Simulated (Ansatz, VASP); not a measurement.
## Two plane-wave programs on CdS

```
CELL_PARAMETERS angstrom
0.00000 2.91650 2.88734
2.91650 0.00000 2.88734
2.91650 2.91650 0.00000
ATOMIC_POSITIONS crystal
Cd 0.00000 0.00000 0.00000
S 0.25000 0.25000 0.25000
```

Change from the starting cell: z stretched by -1 %, ions relaxed.

Alike in both runs: functional PBE; k mesh 13 × 13 × 13; occupations fermi-dirac, width 0.02 eV; no spin polarisation.

Ansatz relaxed the structure, and its values are those at the end. VASP's run is a single point on that final structure, the one shown.

|  | VASP | Ansatz |
| --- | --- | --- |
| version | VASP 6.6.1 | Ansatz 0.2.0 |
| potentials or method | VASP PAW PBE potentials, release 64 (Cd, S) | plane-wave PAW, scalar-relativistic |
| plane-wave cutoff (eV) | 520 | 420 |
| valence electrons in the cell | 18 | 26 |

```csv
,VASP,Ansatz,Ansatz less VASP
gap on the k mesh at the Fermi level (eV),1.15,1.15,-0.005
pressure (GPa),3.9,3.5,-0.38
```

The two sets of potentials don't hold the same shells in valence. Ansatz warned: «gradients_without_spin_orbit».

Caveats: an odd mesh through Γ misses points on the zone boundary, where band edges often lie.
